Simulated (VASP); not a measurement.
A run of VASP 6.6.1 is set up as follows.

Contents of INCAR:

```
PREC = Accurate ; ENCUT = 520
EDIFF = 1E-7 ; ISMEAR = 0
SIGMA = 0.03 ; LREAL = F
LASPH = T ; NELM = 80
ALGO = Normal ; ISIF = 2
LWAVE = F ; LCHARG = F
GGA = CA ; NBANDS = 16
```

Contents of KPOINTS:

```
regular mesh
0
Gamma
  8 8 8
```

The input POSCAR:

```
CdTe                                    
1.0
    0.0000000000      3.2477981882      3.2477981882
    3.2477981882      0.0000000000      3.2477981882
    3.2477981882      3.2477981882      0.0000000000
  Cd              Te            
     1     1
Direct
     0.0000000000000000    0.0000000000000000    0.0000000000000000
     0.2500000000000000    0.2500000000000000    0.2500000000000000
```

The input KPOINTS_OPT:

```
explicit points
159
Reciprocal
 0.0000000000  0.0000000000  0.0000000000 1
 0.0357142857  0.0000000000  0.0357142857 1
 0.0714285714  0.0000000000  0.0714285714 1
 0.1071428571  0.0000000000  0.1071428571 1
 0.1428571429  0.0000000000  0.1428571429 1
 0.1785714286  0.0000000000  0.1785714286 1
[... 151 lines left out ...]
 0.4250000000  0.0000000000  0.4250000000 1
 0.4500000000  0.0000000000  0.4500000000 1
```

Potentials or basis: VASP PAW LDA potentials, release 64 (Cd, Te).

Launch:

```sh
$ cat potpaw_LDA.64/Cd/POTCAR potpaw_LDA.64/Te/POTCAR > POTCAR
$ mpirun -np 1 vasp_std > vasp.out
```

Task: What does it give for the pressure?

Result: -1.5 GPa.

Task: What does it give for the band gap along the path?

Result: 0.53 eV, direct.

Task: What does it give for the band gap on the k mesh?

Result: 0.53 eV, direct.

Levels at the corners of the path, in eV from the valence-band top:
| point | band 6 | band 7 | band 8 | band 9 | band 10 | band 11 | band 12 | band 13 |
| --- | --- | --- | --- | --- | --- | --- | --- | --- |
| Γ | -8.01 | 0.00 | 0.00 | 0.00 | 0.53 | 4.51 | 4.51 | 4.51 |
| X | -7.53 | -4.35 | -1.87 | -1.87 | 2.46 | 2.55 | 8.60 | 8.95 |
| X | -7.53 | -4.35 | -1.87 | -1.87 | 2.46 | 2.55 | 8.60 | 8.95 |
| W | -7.45 | -4.23 | -2.33 | -2.21 | 4.14 | 4.55 | 5.41 | 6.15 |
| W | -7.45 | -4.23 | -2.33 | -2.21 | 4.14 | 4.55 | 5.41 | 6.15 |
| K | -7.49 | -4.25 | -2.57 | -1.55 | 2.76 | 4.39 | 7.17 | 7.34 |
| K | -7.49 | -4.25 | -2.57 | -1.55 | 2.76 | 4.39 | 7.17 | 7.34 |
| Γ | -8.01 | 0.00 | 0.00 | 0.00 | 0.53 | 4.51 | 4.51 | 4.51 |
| Γ | -8.01 | 0.00 | 0.00 | 0.00 | 0.53 | 4.51 | 4.51 | 4.51 |
| L | -7.67 | -4.46 | -0.78 | -0.78 | 1.65 | 5.10 | 5.10 | 6.85 |
| L | -7.67 | -4.46 | -0.78 | -0.78 | 1.65 | 5.10 | 5.10 | 6.85 |
| U | -7.49 | -4.25 | -2.57 | -1.55 | 2.76 | 4.39 | 7.17 | 7.34 |
| U | -7.49 | -4.25 | -2.57 | -1.55 | 2.76 | 4.39 | 7.17 | 7.34 |
| W | -7.45 | -4.23 | -2.33 | -2.21 | 4.14 | 4.55 | 5.41 | 6.15 |
| W | -7.45 | -4.23 | -2.33 | -2.21 | 4.14 | 4.55 | 5.41 | 6.15 |
| L | -7.67 | -4.46 | -0.78 | -0.78 | 1.65 | 5.10 | 5.10 | 6.85 |
| L | -7.67 | -4.46 | -0.78 | -0.78 | 1.65 | 5.10 | 5.10 | 6.85 |
| K | -7.49 | -4.25 | -2.57 | -1.55 | 2.76 | 4.39 | 7.17 | 7.34 |
| U | -7.49 | -4.25 | -2.57 | -1.55 | 2.76 | 4.39 | 7.17 | 7.34 |
| X | -7.53 | -4.35 | -1.87 | -1.87 | 2.46 | 2.55 | 8.60 | 8.95 |

Caveat: spin-orbit coupling is left out, which moves the levels of the heavy elements.

**Experimental background.**

From a printed reference work, data compilation, for a bulk crystal of CdTe at 0 K: band gap 1.607 eV.

Against the measured gap of CdTe, 1.607 eV (0 K; a printed reference work, data compilation), the calculated 0.53 eV is off by -1.08 eV. So large a miss can be the level of theory's own, or it may mean another phase, state or a wrong row. Spin-orbit coupling on Cd, Te is left out. The value is that of LDA, without temperature or zero-point motion. Semilocal functionals fall short of measured gaps as a rule.
